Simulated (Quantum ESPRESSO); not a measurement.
## PtSe2 (Sudovikovite) under changes of volume

One of the cells (20.265 Å³/atom); the others are scaled copies at fixed shape and fractional positions:

```
Pt Se
1.0
     3.72400    0.00000    0.00000
    -1.86200    3.22508    0.00000
     0.00000    0.00000    5.06200
Pt Se
1 2
Direct
  0.00000 0.00000 0.00000
  0.66667 0.33333 0.75000
  0.33333 0.66667 0.25000
```

| Quantity | Value |
| --- | --- |
| Program | Quantum ESPRESSO 7.5 |
| Functional | PBEsol |
| Potentials or basis | GBRV 1.5 PBEsol |
| Cutoff | 612 eV |
| Density cutoff | 4898 eV |
| k mesh | 8 × 8 × 5 |
| Occupations | fermi-dirac, width 0.05 eV |
| Spin | no spin polarisation |

| volume (Å³/atom) | energy over the lowest point (meV/atom) | pressure (GPa) | largest force (eV/Å) |
| --- | --- | --- | --- |
| 19.049 | 51.70 | 11.6 | 1.205 |
| 19.455 | 26.57 | 8.0 | 0.888 |
| 19.860 | 10.20 | 4.7 | 0.598 |
| 20.265 | 1.64 | 1.8 | 0.332 |
| 20.671 | 0.00 | -0.8 | 0.088 |
| 21.076 | 4.58 | -3.1 | 0.136 |
| 21.481 | ? | ? | ? |

Question: What does the run at 21.481 Å³/atom give?

Answer: Energy over the lowest point 14.65 meV/atom; pressure -5.1 GPa; largest force 0.342 eV/Å.

Worked out: A Birch-Murnaghan fit of order 3 (a polynomial in V^(-2/3)) to the other rows has its minimum at 20.57 Å³/atom with B0 = V·E''(V) = 128 GPa and B' = 4.7 at fixed shape and positions, which overstates the stiffness. It gives 14.70 meV/atom at 21.481 Å³/atom, against the run's 14.65, and -dE/dV = -5.0 GPa, against -5.1.

Energies are extrapolated to zero smearing.

Caveats: forces of over 1 eV/Å show positions far from the minimum, so gaps and moduli don't describe the material at rest (some runs).
